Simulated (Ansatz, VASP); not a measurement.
# One calculation of PbSe (Clausthalite), two programs

```
Pb Se
1.0
     0.00000    3.06065    3.06065
     3.06065    0.00000    3.06065
     3.06065    3.06065    0.00000
Pb Se
1 1
Direct
  0.00000 0.00000 0.00000
  0.50000 0.50000 0.50000
```

Alike in both runs: task relaxation of cell and atoms; functional LDA; k mesh 8 × 8 × 8; occupations fermi-dirac, width 0.05 eV; no spin polarisation.

|  | VASP | Ansatz |
| --- | --- | --- |
| version | VASP 6.6.1 | Ansatz 0.2.0 |
| potentials or method | VASP PAW LDA potentials, release 64 (Pb_d, Se) | Ansatz PAW |
| plane-wave cutoff (eV) | 600 | 420 |
| valence electrons in the cell | 20 | 30 |

Ansatz gave:

```
relaxed volume (Å³/atom)                                     : 27.54
relaxed cell length with the largest relative difference (Å) : 4.270
energy change over the relaxation (meV/atom)                 : -8
```

Task: What did VASP give for the same quantities?

Result: Relaxed volume (Å³/atom): 27.61; relaxed cell length with the largest relative difference (Å): 4.274; energy change over the relaxation (meV/atom): -7.

The two sets of potentials don't hold the same shells in valence.

Caveats: the plane-wave basis is chosen anew once the cell has moved, so the energies of steps on either side of that aren't comparable (Ansatz); the PAW data sets come from PBE, with cores solved anew for the run's functional, which leaves a small shift of forces and pressure (Ansatz). Zero-point motion and thermal expansion aren't in these numbers. A k mesh can miss the band edges.
